## Question

In a crystal, each electron level belongs to a wave that runs through the lattice, and a k point states how the phase of that wave changes from cell to cell. The table gives levels at seven k points of HfO₂ in a slightly disturbed cubic fluorite structure. The columns "point a", "point b" and "point c" (a, b and c below) fix the wave. "Level under 1" is the highest filled level at that point and "level under 2" the next one down; zero is the highest filled level on the whole mesh.

Levels of HfO₂ (3-atom fluorite cell, atoms displaced at random by about 0.05 Å), computed with JDFTx 1.7.0 (patched build) using PBE without spin polarisation or spin–orbit coupling, PseudoDojo SR PBE 0.5 standard pseudopotentials, a 1142.88 eV wave cutoff, a 9×9×9 k mesh and 0.05 eV Fermi–Dirac smearing. Energies are relative to the highest filled level on the mesh.

| point a (reciprocal cell vector) | point b (reciprocal cell vector) | point c (reciprocal cell vector) | level under 3 (eV) | level under 2 (eV) | level under 1 (eV) |
| --- | --- | --- | --- | --- | --- |
| 0.0000 | 0.0000 | 0.0000 | -0.599 | -0.570 | -0.562 |
| 0.0000 | 0.4444 | 0.0000 | -2.712 | -1.760 | -1.657 |
| 0.1111 | -0.4444 | -0.4444 | -1.540 | -1.491 | 0.000 |
| 0.1111 | -0.1111 | 0.3333 | -2.264 | -1.810 | -0.784 |
| 0.2222 | 0.4444 | 0.2222 | -2.482 | -2.411 | -0.624 |
| 0.2222 | -0.1111 | 0.2222 | -2.457 | -0.879 | -0.816 |
| 0.4444 | 0.2222 | -0.2222 | -2.292 | -1.264 | -0.311 |

The upper filled levels of this oxide consist mainly of oxygen 2p orbitals, and the oxygen atoms form a nearly simple cubic net.

1. Explain which phase pattern puts the highest filled level high, and which puts it low. Turn the explanation into a score s that can be worked out by hand.
2. Use E ≈ −1.75 eV + 1.2 eV × s to estimate the highest filled level at level points 3 and 5 (the third and fifth rows), and compare the estimates with the table.
3. How far can the rule be trusted?

## Model answer

**1. From phases to a score.** Start with a simpler system: a straight chain of equal atoms, each with one p orbital pointing along the chain. If neighbours are in phase, the plus lobe of one orbital meets the minus lobe of the next. That contact is antibonding and raises the level. If neighbours are in opposite phase, the contact is bonding, and in between the level follows the cosine of the phase step from atom to atom.

The oxygen net has such chains along x, y and z, and it adds something that the single chain lacks. A p orbital along x meets its neighbours in the y and z directions sideways. There, equal phases bring lobes of equal sign together, which is bonding, so the sideways cosines enter with a minus sign. Sideways overlap is also weaker; a rough textbook ratio to the head-on kind is one quarter.

The phase steps between neighbouring oxygens follow from the table:

- along x: 180° × (b + c − a)
- along y: 180° × (a + c − b)
- along z: 180° × (a + b − c)

With c_x, c_y and c_z as their cosines, the x orbital contributes c_x − ¼(c_y + c_z), and the other two follow by exchanging the letters. Each cell holds two oxygen atoms, and every nearest neighbour of one kind is of the other kind. Reversing the sign of the orbital on one kind therefore turns every bonding contact into an antibonding one, so each contribution occurs with both signs. The highest level belongs to the largest of the three absolute values, and this is s.

The extremes can now be read as pictures. Near the zone-face centre X, one wave makes all six contacts of an oxygen antibonding, and the level is high. Near L, where each of the three steps is close to +90° or −90°, the contacts hardly count for or against, and the level is low. The table agrees: level point 3, near X, has the highest value of the column, and level point 2, near L, the lowest.

**2. Two estimates.** At level point 3 the phase steps are −180°, 20° and 20°, so the cosines are −1, 0.94 and 0.94. The x orbital gives the largest value:

s = |−1 − ¼ × (0.94 + 0.94)| = 1.47

E ≈ −1.75 + 1.2 × 1.47 = 0.01 eV

The table has 0.000 eV.

At level point 5 the steps are 80°, 0° and 80°, with cosines 0.17, 1 and 0.17. Now the y orbital wins:

s = 1 − ¼ × (0.17 + 0.17) = 0.91

E ≈ −1.75 + 1.2 × 0.91 = −0.66 eV

The table has −0.624 eV. Both points helped to set the two constants, so these results show how the rule is used and are no independent test of it.

**3. Trust.** The constants are a rounded least-squares line through six rows, with the zone centre (level point 1) left out. On those six rows the rule is within 0.07 eV of the computed level. At the zone centre it fails: it gives −1.15 eV where the calculation has −0.56 eV. Over all seven rows the typical (root-mean-square) miss is 0.22 eV, against a spread of 0.52 eV about the mean, so a user who ignores the exception still gains something, but much less.

## Remarks on the reasoning

**Why the oxygen net alone is not enough.** The model leaves out hafnium, whose empty 5d orbitals lie above the oxygen levels. Where symmetry lets a filled level mix with them, the two repel each other and the filled one is pushed down. The 5d orbitals are even: they look the same when inverted through the hafnium atom. At the zone centre, X and L of the undisturbed crystal, the oxygen waves can be sorted into even and odd ones. The odd ones change sign under this inversion and cannot mix with the 5d orbitals. At all other k points the waves are neither even nor odd, and there the highest filled level may be pushed down as well.

**The second level shows what is left out.** At X, symmetry makes the highest oxygen wave odd and the next two even, so close to X it should be mainly the lower pair that is pushed down. If the second-largest score is put into the same formula, the estimate for "level under 2" at level point 3 is indeed 0.9 eV too high. At four of the seven points it is too high by 0.7 to 0.9 eV. That fits a push from hafnium, although hopping between more distant oxygens, also left out, could contribute. The rule should be kept to the highest filled level.

**Why the zone centre stands apart.** The three top levels there are odd as well, so they escape the push from the hafnium 5d orbitals. The same should hold for the top levels at X and L, but the other four rows lie well away from these special points, and there the push can act. The rule has no term for it. Its constants probably absorb the push on these four rows, and the zone centre, which feels none, then comes out too low.

The table offers a test. Fit the model to the zone centre and the points near X and L alone, with the sideways ratio left free. The ratio comes out near one tenth, and the four remaining points then all lie below the model, by 0.1 to 0.4 eV. Three constants can be made to fit three points, so only the common sign of the four misses counts as evidence. Hopping between more distant oxygens could also play a part. The exception was made after the misfit had been seen, so it is a boundary of the rule and not a success of the theory.

**Where the rule is thinly supported.** Apart from the zone centre, no row has a score between 0.09 and 0.75, and the low end rests on the single point near L. Estimates in that gap deserve caution, above all close to the zone centre. The constants are also no measure of hopping strengths: if the ratio of one quarter is left free and all seven rows are fitted, it comes out at 0.12.

**How many digits to keep.** In undisturbed fluorite the three top levels at the zone centre would coincide in a calculation without spin–orbit coupling, as here. The small displacements of the atoms spread them over 0.04 eV. An estimate by hand is therefore best quoted to a tenth of an eV.
